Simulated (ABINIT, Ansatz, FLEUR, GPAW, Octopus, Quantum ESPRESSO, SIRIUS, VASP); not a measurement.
CaO: 9 runs at one level of theory

```
Ca O
1.0
     0.00000    2.40356    2.40356
     2.40356    0.00000    2.40356
     2.40356    2.40356    0.00000
Ca O
1 1
Direct
  0.00000 0.00000 0.00000
  0.50000 0.50000 0.50000
```

The cell is a database's computed one, not the measured one.

Alike in all runs: task single point; functional PBEsol; k mesh 10 × 10 × 10; occupations fermi-dirac, width 0.05 eV; no spin polarisation; no spin-orbit coupling. Pressure is positive in compression and, in plane waves, holds the error of the finite cutoff.

```tsv
program and potentials	plane-wave cutoff (eV)	notes	band gap (eV)	pressure (GPa)
Ansatz, all-electron LAPW, scalar-relativistic	-	-	3.55	-2.73
Octopus, pseudodojo_pbesol (PseudoDojo 0.4, PBEsol)	-	-	3.56	-
SIRIUS, all-electron FP-LAPW, apw+lo standard	-	-	3.56	-
VASP, PBE PAW files Ca_sv, O, 520 eV	520	potentials made for PBE	3.53	-2.16
ABINIT, PseudoDojo NC SR PBEsol v0.4.1 standard	1143	-	?	?
FLEUR, all-electron, FLAPW	-	-	3.55	-
GPAW, PAW data sets generated for this functional	800	-	3.59	-2.07
SIRIUS, PseudoDojo 0.4.1 PBEsol standard (scalar relativistic)	1152	-	3.56	-3.01
Quantum ESPRESSO, GBRV 1.5 PBEsol	612	-	3.56	-2.72
```

Q: Estimate from the other rows what the run with ABINIT, PseudoDojo NC SR PBEsol v0.4.1 standard gave.

A: Band gap 3.56 eV; pressure -3.02 GPa. The other rows, which needn't bracket it: band gap 3.53 to 3.59; pressure -3.01 to -2.07.
